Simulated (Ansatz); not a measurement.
## Convergence test, Al₂Ru

The calculation used DFT PBEsol, scalar-relativistic, plane waves, PAW in Ansatz.

```xyz
6
Lattice="0.0000 3.9898 4.3915 2.3525 0.0000 4.3915 2.3525 3.9898 0.0000" Properties=species:S:1:pos:R:3 pbc="T T T"
Al    1.1762    0.6309    2.1958
Al    1.1762    3.3590    2.1958
Al    2.3525    1.3640    4.3915
Al    2.3525    6.6156    4.3915
Ru    3.5287    5.9848    6.5873
Ru    2.3525    3.9898    4.3915
```

The Γ-centred k-mesh is 10×10×10, the occupation rule is Gaussian smearing, 0.01 eV and the spin treatment is unpolarised. The valence charge of the PAW sets is Al 3, Ru 16.

The atoms stay fixed while the plane-wave cutoff is varied. ΔE is the energy extrapolated to zero smearing, less that of the reference run (850 eV). The cell isn't necessarily relaxed at this level. Pressure is positive in compression and holds a correction for the finite cutoff (Pulay stress).

Times are rough; the reference took 110 s on 1 thread of Intel(R) Xeon(R) Processor @ 2.50GHz (Skylake/Cascade Lake) (shared host), peak memory 1 GiB.

Task: Tried: 150, 200, 250, 300, 350, 380, 420, 460, 520, 600, 700, 850 eV. From which plane-wave cutoff on does the energy per atom stay within 100, 10 and 1 meV of the reference?

Result: 300 for 100 meV, 350 for 10 meV, 460 for 1 meV. The reference itself isn't shown to be converged. At 350 eV, where the energy is within 10 meV, force components already agree to within 0.001 eV/Å, where the largest force is 0.015 eV/Å.

| cutoff (eV) | ΔE (meV/atom) | P (GPa) | largest change of a force component (eV/Å) | gap on mesh (eV) | plane waves at Γ | wall time (s) |
| --- | --- | --- | --- | --- | --- | --- |
| 150 | 15856 | 14.01 | 0.268 | 0.000 | 343 | 14 |
| 200 | 3217 | -8.22 | 0.188 | 0.038 | 531 | 18 |
| 250 | 599 | 1.15 | 0.037 | 0.018 | 747 | 21 |
| 300 | 83.6 | 0.25 | 0.014 | 0.063 | 973 | 23 |
| 350 | 8.79 | -0.47 | 0.001 | 0.080 | 1227 | 31 |
| 380 | 2.65 | -0.53 | 0.001 | 0.080 | 1383 | 30 |
| 420 | 1.03 | -0.53 | 0.000 | 0.081 | 1625 | 51 |
| 460 | 0.60 | -0.53 | 0.000 | 0.081 | 1867 | 44 |
| 520 | 0.28 | -0.53 | 0.000 | 0.081 | 2211 | 51 |
| 600 | 0.15 | -0.54 | 0.000 | 0.081 | 2739 | 66 |
| 700 | 0.09 | -0.54 | 0.000 | 0.082 | 3461 | 79 |
| 850 | 0.00 | -0.54 | 0.000 | 0.082 | 4625 | 110 |